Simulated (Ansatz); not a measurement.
Relaxed bulk CeO₂, space group Fm-3m (No. 225):

```
CELL_PARAMETERS angstrom
0.00000 2.73207 2.73207
2.73207 0.00000 2.73207
2.73207 2.73207 0.00000
ATOMIC_POSITIONS crystal
Ce 0.00000 0.00000 0.00000
O 0.25000 0.25000 0.25000
O 0.75000 0.75000 0.75000
```

Miller indices refer to the conventional cell of Fm-3m (No. 225), a = 5.464 Å, b = 5.464 Å, c = 5.464 Å, α = 90.00°, β = 90.00°, γ = 90.00°. The bulk's gap is 1.89 eV.

The (100) slab of 9 planes, 10.9 Å thick with 15 Å of vacuum as cut; outer planes O (top) and O (bottom).

Computed with DFT PBE, scalar-relativistic, plane waves, PAW in Ansatz. Plane waves to 420 eV, a k mesh through Γ of 7×7×1 on the computed 14-atom cell and Gaussian smearing (0.05 eV); no spin polarisation. The cell repeats along c with a dipole correction in the vacuum.

The slab isn't stoichiometric (Ce2O5), so its surface energy depends on the chemical potentials; it is given with the excess atoms taken from the elements' standard states. The bulk is an insulator but this unreconstructed slab is metallic: the cut is polar, off stoichiometry or leaves dangling bonds, and a real surface would compensate by reconstruction, vacancies or adsorbates. The slab's inner planes relax by over 3 % too, so it holds no bulk-like region.

Results for the relaxed slab:

```json
{
 "Surface energy in the limit rich in the excess atoms' elements": "3.77 J/m²",
 "Gap of the slab on the mesh": "none (metal or semimetal)",
 "Work function": "8.73 eV"
}
```

Relaxation lowers the energy by 0.137 J/m² a face; the largest move is 0.151 Å.

| plane (bottom to top) | atoms | spacing to next, bulk (Å) | relaxed (Å) | change (%) |
| --- | --- | --- | --- | --- |
| 1 | O2 | 1.366 | 1.103 | -19.2 |
| 2 | Ce | 1.366 | 1.544 | +13.0 |
| 3 | O2 | 1.366 | 1.317 | -3.6 |
| 4 | Ce | 1.366 | 1.389 | +1.7 |
| 5 | O2 | 1.366 | 1.389 | +1.7 |
| 6 | Ce | 1.366 | 1.317 | -3.6 |
| 7 | O2 | 1.366 | 1.544 | +13.0 |
| 8 | Ce | 1.366 | 1.103 | -19.2 |
| 9 | O2 |  |  |  |

A polar slab this thin has no middle like the bulk, so its surface energy and work functions can be far off.

Spin-orbit coupling is left out, which matters for the bands of heavy elements. Without a Hubbard U the f levels lie too near the Fermi level, so gaps, band edges and the localisation of f electrons are unreliable.

The top two spacings change in opposite senses (-19.2 and +13.0 %).
